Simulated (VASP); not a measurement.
# MgI2 (P-3m1) in VASP: notebook, part 2 of 3

VASP 6.6.1. Earlier steps stand in the parts before.

### 4 Single point, PBEsol

The input, INCAR:

```
SYSTEM = MgI2
PREC = Accurate
ENCUT = 250
EDIFF = 1E-6
ISMEAR = 0
SIGMA = 0.05
LREAL = .FALSE.
LASPH = .TRUE.
NELM = 100
ALGO = Normal
ISIF = 2
LWAVE = .FALSE.
LCHARG = .FALSE.
GGA = PS
NBANDS = 15
ADDGRID = .FALSE.
```

The input, KPOINTS:

```
regular mesh
0
G
  6 6 3
  0 0 0
```

The input, POSCAR:

```
MgI2
1.0
    4.1400000000      0.0000000000      0.0000000000
   -2.0700000000      3.5853451717      0.0000000000
    0.0000000000      0.0000000000      6.8800000000
I Mg
2 1
Direct
    0.6666666667      0.3333333333      0.7500000000
    0.3333333333      0.6666666667      0.2500000000
    0.0000000000      0.0000000000      0.0000000000
```

Potentials or basis: VASP PAW PBE potentials, release 64 (I, Mg).

On the command line:

```console
> cat potpaw_PBE.64/I/POTCAR potpaw_PBE.64/Mg/POTCAR > POTCAR
> mpirun -np 1 vasp_std > vasp.out
```

OUTCAR:

```text
SYSTEM = MgI2
   PREC = Accurate
   ENCUT = 250
   EDIFF = 1E-6
   ISMEAR = 0
   LREAL = .FALSE.
   LASPH = .TRUE.
   NELM = 100
   ISIF = 2
   GGA = PS

 Found     17 irreducible k-points:

 Following reciprocal coordinates:
            Coordinates               Weight
  0.000000  0.000000  0.000000      1.000000
  0.166667  0.000000  0.000000      6.000000
  0.333333  0.000000  0.000000      6.000000
  0.500000  0.000000  0.000000      3.000000
  0.166667  0.166667  0.000000      6.000000
  0.333333  0.166667  0.000000     12.000000
   k-points           NKPTS =     17   k-points in BZ     NKDIM =     17   number of bands    NBANDS=     15
   number of dos      NEDOS =    301   number of ions     NIONS =      3
   total plane-waves  NPLWV =  20736
   dimension x,y,z NGX =    24 NGY =   24 NGZ =   36
   dimension x,y,z NGXF=    48 NGYF=   48 NGZF=   72
   ions per type =               2   1
   NGX,Y,Z   is equivalent  to a cutoff of   9.64,  9.64,  8.70 a.u.
   NGXF,Y,Z  is equivalent  to a cutoff of  19.27, 19.27, 17.40 a.u.
 SYSTEM =  MgI2
   PREC   = accura    normal or accurate (medium, high low for compatibility)
   ISTART =      0    job   : 0-new  1-cont  2-samecut
   ICHARG =      2    charge: 1-file 2-atom 10-const
   ISPIN  =      1    spin polarized calculation?
   LNONCOLLINEAR =      F non collinear calculations
   LSORBIT =      F    spin-orbit coupling
   LASPH  =      T    aspherical Exc in radial PAW
   ENCUT  =  250.0 eV  18.37 Ry    4.29 a.u.   5.34  5.34  8.87*2*pi/ulx,y,z
   NELM   =    100;   NELMIN=  2; NELMDL= -5     # of ELM steps
   EDIFF  = 0.1E-05   stopping-criterion for ELM
   LREAL  =      F    real-space projection
   EDIFFG = 0.1E-04   stopping-criterion for IOM
   NSW    =      0    number of steps for IOM
   IBRION =     -1    ionic relax: 0-MD 1-quasi-New 2-CG
   NFREE  =      0    steps in history (QN), initial steepest desc. (CG)
   ISIF   =      2    stress and relaxation
   ISYM   =      2    0-nonsym 1-usesym 2-fastsym
   POTIM  = 0.5000    time-step for ionic-motion
   TEBEG  =    0.0;   TEEND  =   0.0 temperature during run
   PSTRESS=    0.0 pullay stress
   NELECT =      16.0000    total number of electrons
   NUPDOWN=      -1.0000    fix difference up-down
   EMIN   =  10.00;   EMAX   =-10.00  energy-range for DOS
   EFERMI =   0.00;   METHOD = LEGACY
   ISMEAR =     0;   SIGMA  =   0.05  broadening in eV -4-tet -1-fermi 0-gaus
   EFERMI_NEDOS =   21; number of points for ismear=-14 and -15
   IALGO  =     38    algorithm
   IMIX   =      4    mixing-type and parameters
     AMIX     =   0.40;   BMIX     =  1.00
     AMIX_MAG =   1.60;   BMIX_MAG =  1.00
  volume/ion in A,a.u.               =      34.04       229.72
  Fermi-wavevector in a.u.,A,eV,Ry     =   0.882555  1.667786 10.597613  0.778903
  Thomas-Fermi vector in A             =   2.003202
   LORBIT       =      0    0 simple, 1 ext, 2 COOP (PROOUT), +10 PAW based schemes
   GGA     = PS    functional components
   LHFCALC =     F    Hartree Fock is set to
   AEXX    =    0.0000 exact exchange contribution
   IVDW    =     0    specifies the selected vdW correction
   LEPSILON=     F    determine dielectric tensor
   LRPA    =     F    only Hartree local field effects (RPA)
 non-spin polarized calculation
 Gauss-broadening in eV      SIGMA  =   0.05
  energy-cutoff  :      250.00
  volume of cell :      102.12
 maximum number of plane-waves:       926
 NGX is ok and might be reduce to    24
   NGX = 11   NGY = 11   NGZ = 17

 number of electron      15.9999996 magnetization

 Free energy of the ion-electron system (eV)
  ---------------------------------------------------
  ext. energy  EPLUGINS =         0.00000000
  ---------------------------------------------------
  free energy    TOTEN  =        -8.40069738 eV

  energy without entropy =       -8.40069738  energy(sigma->0) =       -8.40069738

 E-fermi :   2.5063     XC(G=0):  -8.4213

 val. band max:        2.2620393590   @ k =   0.0000   0.0000   0.0000
 cond. band min:       5.6588192002   @ k =   0.5000   0.0000   0.3333
 fundamental gap:      3.3967798412
 Fermi energy:         2.5063220050

 k-point     1 :       0.0000    0.0000    0.0000
  band No.  band energies     occupation
      1      -9.8089      2.00000
      2      -9.1274      2.00000
      3      -1.3677      2.00000
      4       1.8924      2.00000
      5       1.8924      2.00000
      6       2.2411      2.00000
      7       2.2620      2.00000
      8       2.2620      2.00000
      9       5.7722      0.00000
     10       6.9862      0.00000
     11       9.0067      0.00000
     12       9.0067      0.00000
     13       9.6020      0.00000
     14      10.4455      0.00000
     15      10.4455      0.00000

 k-point     2 :       0.1667    0.0000    0.0000
  band No.  band energies     occupation
      1      -9.6669      2.00000
      2      -9.0518      2.00000
      3      -1.1578      2.00000
      4       0.8774      2.00000
      5       1.3553      2.00000
      6       1.5821      2.00000
      7       2.1404      2.00000
      8       2.1953      2.00000
      9       6.6806      0.00000
     10       7.6163      0.00000
     11       8.3939      0.00000
     12       9.3177      0.00000
     13       9.3630      0.00000
     14      10.1546      0.00000
     15      10.8307      0.00000

 k-point     3 :       0.3333    0.0000    0.0000
  band No.  band energies     occupation
      1      -9.3290      2.00000
      2      -8.9165      2.00000
      3      -0.8865      2.00000
      4      -0.3258      2.00000
      5       0.2362      2.00000
      6       1.1384      2.00000
      7       1.7474      2.00000
      8       1.9693      2.00000
      9       6.2878      0.00000
     10       7.5581      0.00000
     11       7.9658      0.00000
     12       9.2307      0.00000
     13       9.6066      0.00000
     14      10.9158      0.00000
     15      11.3613      0.00000

 k-point     4 :       0.5000    0.0000    0.0000
  band No.  band energies     occupation
      1      -9.0946      2.00000
      2      -8.8913      2.00000
      3      -1.2979      2.00000
      4      -0.5262      2.00000
      5       0.3053      2.00000
      6       0.9567      2.00000
      7       1.2861      2.00000
      8       1.8499      2.00000
      9       5.8628      0.00000
     10       7.4317      0.00000
     11       7.5436      0.00000
     12       9.0668      0.00000
     13       9.9625      0.00000
     14      11.4768      0.00000
     15      12.0283      0.00000

 k-point     5 :       0.1667    0.1667    0.0000
  band No.  band energies     occupation
      1      -9.4247      2.00000
      2      -8.9450      2.00000
      3      -0.8453      2.00000
      4       0.1708      2.00000
      5       0.1816      2.00000
      6       1.3070      2.00000
      7       1.6260      2.00000
      8       1.9310      2.00000
      9       6.8964      0.00000
     10       8.1634      0.00000
     11       8.8117      0.00000
     12       9.0082      0.00000
     13       9.0512      0.00000
     14       9.2783      0.00000
     15      11.5734      0.00000

 k-point     6 :       0.3333    0.1667    0.0000
  band No.  band energies     occupation
      1      -9.1105      2.00000
      2      -8.8777      2.00000
      3      -1.0658      2.00000
      4      -0.3319      2.00000
      5       0.2353      2.00000
      6       0.5916      2.00000
      7       1.2237      2.00000
      8       1.4346      2.00000
      9       6.2216      0.00000
     10       8.2071      0.00000
     11       8.4678      0.00000
     12       9.0827      0.00000
     13       9.9130      0.00000
     14      10.7375      0.00000
     15      11.4097      0.00000

 [... further k-points ...]

------------------------ aborting loop because EDIFF is reached ----------------------------------------

  FORCE on cell =-STRESS in cart. coord.  units (eV):
  Direction    XX          YY          ZZ          XY          YZ          ZX
  --------------------------------------------------------------------------------------
  -------------------------------------------------------------------------------------
  Total       -0.4366312     -0.4366312     -0.7264187     -0.0000000     -0.0000000      0.0000000
  in kB       -6.8502375     -6.8502375    -11.3966674     -0.0000000     -0.0000000      0.0000000
  external PRESSURE =      -8.3657141 kB  Pullay stress =       0.0000000 kB

 VOLUME and BASIS-vectors are now :
 -----------------------------------------------------------------------------
  energy-cutoff  :      250.00
  volume of cell :      102.12
      direct lattice vectors                 reciprocal lattice vectors
     4.140000000  0.000000000  0.000000000     0.241545894  0.139456587  0.000000000
    -2.070000000  3.585345172  0.000000000     0.000000000  0.278913174  0.000000000
     0.000000000  0.000000000  6.880000000     0.000000000  0.000000000  0.145348837

 POSITION                                       TOTAL-FORCE (eV/Angst)
 -----------------------------------------------------------------------------------
      2.07000      1.19512      5.16000         0.000000      0.000000      0.297842
     -0.00000      2.39023      1.72000         0.000000     -0.000000     -0.297842
      0.00000      0.00000      0.00000        -0.000000      0.000000      0.000000
 -----------------------------------------------------------------------------------
    total drift:                               -0.000000      0.000000     -0.000000

  FREE ENERGIE OF THE ION-ELECTRON SYSTEM (eV)
  ---------------------------------------------------
  free  energy   TOTEN  =        -8.4006973772 eV

  energy  without entropy=       -8.4006973772  energy(sigma->0) =       -8.40069738
```

OSZICAR:

```text
N       E                     dE             d eps       ncg     rms          rms(c)
DAV:   1     0.514928632034E+02    0.51493E+02   -0.38856E+03   518   0.465E+02
DAV:   2    -0.456090866942E+01   -0.56054E+02   -0.51499E+02   695   0.104E+02
DAV:   3    -0.849636035160E+01   -0.39355E+01   -0.39253E+01   664   0.319E+01
DAV:   4    -0.856770864989E+01   -0.71348E-01   -0.71345E-01   716   0.525E+00
DAV:   5    -0.856870642065E+01   -0.99777E-03   -0.99777E-03   664   0.492E-01    0.399E+00
DAV:   6    -0.843445583978E+01    0.13425E+00   -0.10488E-01   587   0.164E+00    0.265E+00
DAV:   7    -0.840308673297E+01    0.31369E-01   -0.10201E-01   587   0.154E+00    0.669E-01
DAV:   8    -0.840075958425E+01    0.23271E-02   -0.72149E-03   573   0.475E-01    0.280E-01
DAV:   9    -0.840070818403E+01    0.51400E-04   -0.96427E-04   657   0.175E-01    0.111E-01
DAV:  10    -0.840069602273E+01    0.12161E-04   -0.36162E-05   622   0.382E-02    0.413E-02
DAV:  11    -0.840069715923E+01   -0.11365E-05   -0.42562E-06   657   0.111E-02    0.142E-02
DAV:  12    -0.840069737716E+01   -0.21794E-06   -0.71915E-07   473   0.564E-03
   1 F= -.84006974E+01 E0= -.84006974E+01  d E =-.226259E-13
```

stdout:

```text
POSCAR found type information on POSCAR I Mg
 POSCAR found :  2 types and       3 ions
 scaLAPACK will be used
 -----------------------------------------------------------------------------
|                                                                             |
|                                                                             |
|     You enforced a specific xc type in the INCAR file but a different       |
|     I HOPE YOU KNOW WHAT YOU ARE DOING!                                     |
|                                                                             |
 -----------------------------------------------------------------------------

 LDA part: xc-table for (Slater+PW92), standard interpolation
 POSCAR, INCAR and KPOINTS ok, starting setup
 FFT: planning ... GRIDC
 FFT: planning ... GRID_SOFT
 FFT: planning ... GRID
 WAVECAR not read
 entering main loop
```

Run time: 6 s. Hardware: 1 thread of Intel Xeon Platinum 8488C (Sapphire Rapids), shared host; peak memory 0.14 GiB.

The run converged, but some of its settings lie outside the range that counts as converged, so its numbers aren't taken as properties of the crystal.

What came out:

| Property | Result |
| --- | --- |
| Free energy | -8.4007 eV |
| Pressure | -0.8 GPa |
| Largest force | 0.298 eV/Å |
| Band gap on the k mesh | 3.40 eV, indirect (least direct gap 3.51 eV) |

Caveat: the PAW data sets were made with another functional, which shifts forces and pressure a little; spin-orbit coupling is left out, which moves the levels of the heavy elements; an odd mesh through Γ misses points on the zone boundary, where band edges often lie; the cell's inner coordinates are idealised or old, which leaves forces on the atoms; this functional lacks dispersion, which binds the layers, so the pressure and a relaxed spacing across them are unreliable.

(Part 2 of 3 ends here.)
